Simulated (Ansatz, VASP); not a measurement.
# SiC: VASP beside Ansatz

File INCAR:

```
SYSTEM = SiC
ALGO = Normal
EDIFF = 1E-7
ENCUT = 520
GGA = PE
ISIF = 2
ISMEAR = 0
LASPH = .TRUE.
LCHARG = .FALSE.
LREAL = .FALSE.
LWAVE = .FALSE.
NBANDS = 16
NELM = 80
PREC = Accurate
SIGMA = 0.05
```

Contents of KPOINTS:

```
k-points
0
G
  6 6 4
  0 0 0
```

The input POSCAR:

```
SiC
1.0
    3.0759982064      0.0000000000      0.0000000000
   -1.5379991032      2.6638925888      0.0000000000
    0.0000000000      0.0000000000      5.0480000000
Si C
2 2
Direct
    0.3695932723      0.6932107843      0.0396196513
    0.6666666667      0.3333333333      0.5000000000
    0.3333333333      0.6666666667      0.3850000000
    0.6666666667      0.3333333333      0.8850000000
```

Input for Ansatz:

```yaml
crystal:
  lattice:
    - [3.0759982064, 0.0, 0.0]
    - [-1.5379991032, 2.6638925888, 0.0]
    - [0.0, 0.0, 5.048]
  atoms:
    - { symbol: Si, position: [0.3695932723, 0.6932107843, 0.0396196513] }
    - { symbol: Si, position: [0.6666666667, 0.3333333333, 0.5] }
    - { symbol: C, position: [0.3333333333, 0.6666666667, 0.385] }
    - { symbol: C, position: [0.6666666667, 0.3333333333, 0.885] }
basis:
  ecutwfc: 420
kpoints:
  mp_grid: { grid: [6, 6, 4] }
hamiltonian:
  xc: pbe
scf:
  occupations: { method: gaussian, width: 0.05 }
output:
  forces: true
  stress: true
  eigenvalues: true
```

Alike in both runs: task single point; functional PBE; k mesh 6 × 6 × 4; occupations gaussian, width 0.05 eV; no spin polarisation.

```csv
,VASP,Ansatz
version,VASP 6.6.1,Ansatz 0.2.0
potentials or method,"VASP PAW PBE potentials, release 64 (Si, C)","scalar-relativistic, plane waves, PAW"
plane-wave cutoff (eV),520,420
valence electrons in the cell,16,16
```

Ansatz gave:

| Quantity | Value |
| --- | --- |
| gap on the k mesh at the Fermi level (eV) | 1.12 |
| least direct gap on the mesh (eV) | 3.23 |
| pressure (GPa) | 6.0 |
| largest component of the traceless stress (GPa) | 5.82 |
| rms of the force components (eV/Å) | 1.948 |

Which values does VASP return?

gap on the k mesh at the Fermi level (eV): 1.12; least direct gap on the mesh (eV): 3.23; pressure (GPa): 5.9; largest component of the traceless stress (GPa): 5.82; rms of the force components (eV/Å): 1.943.

Atom by atom the forces differ by 0.007 eV/Å (rms over components).

Caveats: forces of over 1 eV/Å show positions far from the minimum, so gaps and moduli don't describe the material at rest. A k mesh can miss the band edges.
